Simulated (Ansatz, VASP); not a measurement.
# One calculation of Mo, two programs

Contents of INCAR:

```
  PREC = Accurate
  ENCUT = 520
  EDIFF = 1E-6
  ISMEAR = -1
  SIGMA = 0.05
  LREAL = False
  LASPH = True
  NELM = 100
  ALGO = Normal
  ISIF = 2
  LWAVE = False
  LCHARG = True
  GGA = PE
  LELF = True
  LVHAR = True
  NBANDS = 21
```

The input KPOINTS:

```
Automatic mesh
0
Gamma
  11 11 11
```

File POSCAR:

```
Mo
1.0
    0.0000000000      2.8201862786      2.8201862786
    2.8201862786      0.0000000000      2.8201862786
    2.8201862786      2.8201862786      0.0000000000
Mo
2
Direct
    0.0000000000      0.0000000000      0.0000000000
    0.2500000000      0.2500000000      0.2500000000
```

Input for Ansatz:

```yaml
crystal:
  lattice:
    - [0.0, 2.8201862786, 2.8201862786]
    - [2.8201862786, 0.0, 2.8201862786]
    - [2.8201862786, 2.8201862786, 0.0]
  atoms:
    - { symbol: Mo, position: [0.0, 0.0, 0.0] }
    - { symbol: Mo, position: [0.25, 0.25, 0.25] }
kpoints:
  mp_grid: { grid: [11, 11, 11] }
scf:
  occupations: { method: fermi_dirac, width: 0.05 }
hamiltonian:
  xc: pbe
  pseudopotentials: { kind: all_electron, lapw: { basis_error: 0.00025 } }
output:
  forces: true
  stress: true
  eigenvalues: true
```

Change from the starting cell: volume scaled by 0.975.

Alike in both runs: task single point; functional PBE; k mesh 11 × 11 × 11; occupations fermi-dirac, width 0.05 eV; no spin polarisation.

|  | VASP | Ansatz |
| --- | --- | --- |
| version | VASP 6.6.1 | Ansatz 0.2.0 |
| potentials or method | VASP PAW PBE potentials, release 64 (Mo_sv) | all-electron LAPW, scalar-relativistic |
| plane-wave cutoff (eV) | 520 | see its input |

|  | VASP | Ansatz | Ansatz less VASP |
| --- | --- | --- | --- |
| pressure (GPa) | 3.2 | 2.8 | -0.45 |

Ansatz ran all-electron here, so the differences hold the error of VASP's frozen core and of both bases.
